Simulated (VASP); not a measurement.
# SiO2 (Cristobalite) (P4_12_12) in VASP: notebook

Runs on SiO2 (Cristobalite). Level: LDA. Tasks: single point.

Program: VASP 6.6.1. These are calculated values, not measurements. Logs are shortened: lines on timing, memory, paths and dates and some standing lists are left out, and cuts for length are marked.

## (1) Starting point

It takes space group P4_12_12 (No. 92, tetragonal). Conventional cell: a = 4.982 Å, b = 4.982 Å, c = 6.963 Å, α = 90.00°, β = 90.00°, γ = 90.00°. Around Si (site symmetry 2) lie 4 O at 1.60 to 1.61 Å. Around O (site symmetry 1) lie 2 Si at 1.60 to 1.61 Å.

## (2) Single point, LDA

INCAR

```
ADDGRID = F
ALGO = Normal
EDIFF = 1E-7
ENCUT = 340
ISIF = 2
ISMEAR = 0
LASPH = T
LCHARG = F
LREAL = F
LWAVE = F
NELM = 100
PREC = Accurate
SIGMA = 0.05
```

KPOINTS

```
k-points
0
Gamma
  6 6 4
```

POSCAR

```
SiO2
1.0
    4.9820000000      0.0000000000      0.0000000000
    0.0000000000      4.9820000000      0.0000000000
    0.0000000000      0.0000000000      6.9630000000
Si O
4 8
Direct
    0.7989700000      0.2010300000      0.7500000000
    0.7010300000      0.7010300000      0.5000000000
    0.2010300000      0.7989700000      0.2500000000
    0.2989700000      0.2989700000      0.0000000000
    0.1034700000      0.2398900000      0.8218700000
    0.2601100000      0.6034700000      0.0718700000
    0.8965300000      0.7601100000      0.3218700000
    0.7398900000      0.3965300000      0.5718700000
    0.6034700000      0.2601100000      0.9281300000
    0.7601100000      0.8965300000      0.6781300000
    0.3965300000      0.7398900000      0.4281300000
    0.2398900000      0.1034700000      0.1781300000
```

Potentials or basis: VASP PAW LDA potentials, release 64 (Si, O).

Command:

```bash
cat potpaw_LDA.64/Si/POTCAR potpaw_LDA.64/O/POTCAR > POTCAR
mpirun -np 1 vasp_std > vasp.out
```

OUTCAR:

```text
EDIFF = 1E-7
   ENCUT = 340
   ISIF = 2
   ISMEAR = 0
   LASPH = T
   LREAL = F
   NELM = 100
   PREC = Accurate

 Found     30 irreducible k-points:

 Following reciprocal coordinates:
            Coordinates               Weight
  0.000000  0.000000  0.000000      1.000000
  0.166667  0.000000  0.000000      4.000000
  0.333333  0.000000  0.000000      4.000000
  0.500000  0.000000  0.000000      2.000000
  0.166667  0.166667  0.000000      4.000000
  0.333333  0.166667  0.000000      8.000000
   k-points           NKPTS =     30   k-points in BZ     NKDIM =     30   number of bands    NBANDS=     39
   number of dos      NEDOS =    301   number of ions     NIONS =     12
   total plane-waves  NPLWV =  37800
   dimension x,y,z NGX =    30 NGY =   30 NGZ =   42
   dimension x,y,z NGXF=    60 NGYF=   60 NGZF=   84
   ions per type =               4   8
   NGX,Y,Z   is equivalent  to a cutoff of  10.01, 10.01, 10.03 a.u.
   NGXF,Y,Z  is equivalent  to a cutoff of  20.02, 20.02, 20.06 a.u.
 SYSTEM =  unknown system
   PREC   = accura    normal or accurate (medium, high low for compatibility)
   ISTART =      0    job   : 0-new  1-cont  2-samecut
   ICHARG =      2    charge: 1-file 2-atom 10-const
   ISPIN  =      1    spin polarized calculation?
   LNONCOLLINEAR =      F non collinear calculations
   LSORBIT =      F    spin-orbit coupling
   LASPH  =      T    aspherical Exc in radial PAW
   ENCUT  =  340.0 eV  24.99 Ry    5.00 a.u.   7.49  7.49 10.47*2*pi/ulx,y,z
   NELM   =    100;   NELMIN=  2; NELMDL= -5     # of ELM steps
   EDIFF  = 0.1E-06   stopping-criterion for ELM
   LREAL  =      F    real-space projection
   EDIFFG = 0.1E-05   stopping-criterion for IOM
   NSW    =      0    number of steps for IOM
   IBRION =     -1    ionic relax: 0-MD 1-quasi-New 2-CG
   NFREE  =      0    steps in history (QN), initial steepest desc. (CG)
   ISIF   =      2    stress and relaxation
   ISYM   =      2    0-nonsym 1-usesym 2-fastsym
   POTIM  = 0.5000    time-step for ionic-motion
   TEBEG  =    0.0;   TEEND  =   0.0 temperature during run
   PSTRESS=    0.0 pullay stress
   NELECT =      64.0000    total number of electrons
   NUPDOWN=      -1.0000    fix difference up-down
   EMIN   =  10.00;   EMAX   =-10.00  energy-range for DOS
   EFERMI =   0.00;   METHOD = LEGACY
   ISMEAR =     0;   SIGMA  =   0.05  broadening in eV -4-tet -1-fermi 0-gaus
   EFERMI_NEDOS =   21; number of points for ismear=-14 and -15
   IALGO  =     38    algorithm
   IMIX   =      4    mixing-type and parameters
     AMIX     =   0.40;   BMIX     =  1.00
     AMIX_MAG =   1.60;   BMIX_MAG =  1.00
  volume/ion in A,a.u.               =      14.40        97.19
  Fermi-wavevector in a.u.,A,eV,Ry     =   1.175620  2.221599 18.804365  1.382082
  Thomas-Fermi vector in A             =   2.311997
   LORBIT       =      0    0 simple, 1 ext, 2 COOP (PROOUT), +10 PAW based schemes
   GGA     = CA    functional components
   LHFCALC =     F    Hartree Fock is set to
   AEXX    =    0.0000 exact exchange contribution
   IVDW    =     0    specifies the selected vdW correction
   LEPSILON=     F    determine dielectric tensor
   LRPA    =     F    only Hartree local field effects (RPA)
 non-spin polarized calculation
 Gauss-broadening in eV      SIGMA  =   0.05
  energy-cutoff  :      340.00
  volume of cell :      172.82
 maximum number of plane-waves:      2479
 NGX is ok and might be reduce to    30

 number of electron      63.9999952 magnetization

 Free energy of the ion-electron system (eV)
  ---------------------------------------------------
  ext. energy  EPLUGINS =         0.00000000
  ---------------------------------------------------
  free energy    TOTEN  =      -104.31297980 eV

  energy without entropy =     -104.31297980  energy(sigma->0) =     -104.31297980

 E-fermi :   0.0233     XC(G=0):  -8.9487

 val. band max:       -0.1777263080   @ k =   0.0000   0.0000   0.0000
 cond. band min:       5.3276871729   @ k =   0.0000   0.0000   0.0000
 fundamental gap:      5.5054134809
 Fermi energy:         0.0232801196

 k-point     1 :       0.0000    0.0000    0.0000
  band No.  band energies     occupation
      1     -19.4822      2.00000
      2     -18.5552      2.00000
      3     -18.5552      2.00000
      4     -17.3362      2.00000
      5     -17.2875      2.00000
      6     -17.2853      2.00000
[... 31 lines left out ...]
     38       9.2442      0.00000
     39       9.5724      0.00000

 k-point     2 :       0.1667    0.0000    0.0000
  band No.  band energies     occupation
      1     -19.4231      2.00000
      2     -18.6168      2.00000
      3     -18.4841      2.00000
      4     -17.3751      2.00000
      5     -17.3417      2.00000
      6     -17.3047      2.00000
[... 31 lines left out ...]
     38       9.3632      0.00000
     39       9.6190      0.00000

 k-point     3 :       0.3333    0.0000    0.0000
  band No.  band energies     occupation
      1     -19.2562      2.00000
      2     -18.7858      2.00000
      3     -18.2800      2.00000
      4     -17.6462      2.00000
      5     -17.3496      2.00000
      6     -17.3355      2.00000
[... 31 lines left out ...]
     38       9.1740      0.00000
     39       9.5777      0.00000

 k-point     4 :       0.5000    0.0000    0.0000
  band No.  band energies     occupation
      1     -19.0231      2.00000
      2     -19.0231      2.00000
      3     -17.9789      2.00000
      4     -17.9789      2.00000
      5     -17.3512      2.00000
      6     -17.3512      2.00000
[... 31 lines left out ...]
     38       9.3824      0.00000
     39       9.5773      0.00000

 k-point     5 :       0.1667    0.1667    0.0000
  band No.  band energies     occupation
      1     -19.3627      2.00000
      2     -18.5457      2.00000
      3     -18.5432      2.00000
      4     -17.4636      2.00000
      5     -17.3445      2.00000
      6     -17.3033      2.00000
[... 31 lines left out ...]
     38       9.2954      0.00000
     39       9.6197      0.00000

 k-point     6 :       0.3333    0.1667    0.0000
  band No.  band energies     occupation
      1     -19.1944      2.00000
      2     -18.7175      2.00000
      3     -18.3428      2.00000
      4     -17.7218      2.00000
      5     -17.3516      2.00000
      6     -17.3358      2.00000
[... 31 lines left out ...]
     38       9.2829      0.00000
     39       9.6284      0.00000

 [... further k-points ...]
[... 5 lines left out ...]
  --------------------------------------------------------------------------------------
  -------------------------------------------------------------------------------------
  Total      -17.3296800    -17.3296800    -16.7116314      0.0000000      0.0000000      0.0000000
  in kB     -160.6561235   -160.6561235   -154.9264573      0.0000000      0.0000000      0.0000000
  external PRESSURE =    -158.7462348 kB  Pullay stress =       0.0000000 kB

 VOLUME and BASIS-vectors are now :
 -----------------------------------------------------------------------------
  energy-cutoff  :      340.00
  volume of cell :      172.82
      direct lattice vectors                 reciprocal lattice vectors
     4.982000000  0.000000000  0.000000000     0.200722601  0.000000000  0.000000000
     0.000000000  4.982000000  0.000000000     0.000000000  0.200722601  0.000000000
     0.000000000  0.000000000  6.963000000     0.000000000  0.000000000  0.143616257

 POSITION                                       TOTAL-FORCE (eV/Angst)
 -----------------------------------------------------------------------------------
      3.98047      1.00153      5.22225         0.127268     -0.127268     -0.000000
      3.49253      3.49253      3.48150        -0.127268     -0.127268     -0.000000
      1.00153      3.98047      1.74075        -0.127268      0.127268     -0.000000
      1.48947      1.48947      0.00000         0.127268      0.127268     -0.000000
      0.51549      1.19513      5.72268        -0.115074     -0.037034     -0.080408
      1.29587      3.00649      0.50043         0.037034     -0.115074     -0.080408
      4.46651      3.78687      2.24118         0.115074      0.037034     -0.080408
      3.68613      1.97551      3.98193        -0.037034      0.115074     -0.080408
      3.00649      1.29587      6.46257        -0.115074      0.037034      0.080408
      3.78687      4.46651      4.72182         0.037034      0.115074      0.080408
      1.97551      3.68613      2.98107         0.115074     -0.037034      0.080408
      1.19513      0.51549      1.24032        -0.037034     -0.115074      0.080408
 -----------------------------------------------------------------------------------
    total drift:                                0.000001     -0.000001     -0.000000

  FREE ENERGIE OF THE ION-ELECTRON SYSTEM (eV)
  ---------------------------------------------------
  free  energy   TOTEN  =      -104.3129798049 eV

  energy  without entropy=     -104.3129798048  energy(sigma->0) =     -104.31297980
```

Run time: 93 s. Hardware: 1 thread of Intel Xeon Platinum 8488C (Sapphire Rapids), shared host; peak memory 0.19 GiB.

The run converged, but a check on its numbers failed (symmetry, net force, bounds or a known fault of this set-up), so they aren't taken as properties of the crystal.

Caveat: the cutoff lies under the usual one of these potentials, so the numbers hold a large basis-set error.

## (3) Single point, LDA

INCAR, as its differences from that of step 2:

```diff
@@ -3,3 +3,3 @@
 EDIFF = 1E-7
-ENCUT = 340
+ENCUT = 400
 ISIF = 2
```

KPOINTS is that of step 2.

POSCAR is that of step 2.

Potentials or basis: VASP PAW LDA potentials, release 64 (Si, O).

Command:

```bash
cat potpaw_LDA.64/Si/POTCAR potpaw_LDA.64/O/POTCAR > POTCAR
mpirun -np 1 vasp_std > vasp.out
```

Run time: 99 s. Hardware: 1 thread of Intel Xeon Platinum 8488C (Sapphire Rapids), shared host; peak memory 0.22 GiB.

These settings aren't checked as converged: the numbers below hold their error.

Results:

| Item | Value |
| --- | --- |
| Free energy | -103.9348 eV |
| Largest force | 0.183 eV/Å |
| Band gap on the k mesh | 5.52 eV, direct |

Caveat: the cutoff is under 1.25 times the usual one of these potentials, so pressure, stress and relaxed cells hold a basis-set (Pulay) error.

## (4) Single point, LDA

INCAR, as its differences from that of step 3:

```diff
@@ -3,3 +3,3 @@
 EDIFF = 1E-7
-ENCUT = 400
+ENCUT = 460
 ISIF = 2
```

KPOINTS is that of step 3.

POSCAR is that of step 3.

Command:

```bash
cat potpaw_LDA.64/Si/POTCAR potpaw_LDA.64/O/POTCAR > POTCAR
mpirun -np 1 vasp_std > vasp.out
```

Run time: 2 min. Hardware: 1 thread of Intel Xeon Platinum 8488C (Sapphire Rapids), shared host; peak memory 0.26 GiB.

These settings aren't checked as converged: the numbers below hold their error.

What came out:

```
Free energy            : -103.7777 eV
Pressure               : 0.1 GPa
Largest force          : 0.182 eV/Å
Band gap on the k mesh : 5.52 eV, direct
```

Caveat: the cutoff is under 1.25 times the usual one of these potentials, so pressure, stress and relaxed cells hold a basis-set (Pulay) error.

## (5) For comparison

An earlier run on the cell as given: functional PBE; potentials or basis VASP PAW PBE potentials, release 64 (Si, O); cutoff 520 eV; k mesh 6 × 6 × 4; occupations fermi-dirac, width 0.05 eV; no spin polarisation.

* Pressure: 6.4 GPa
* Largest force: 0.405 eV/Å
* Band gap on the k mesh: 5.76 eV, direct
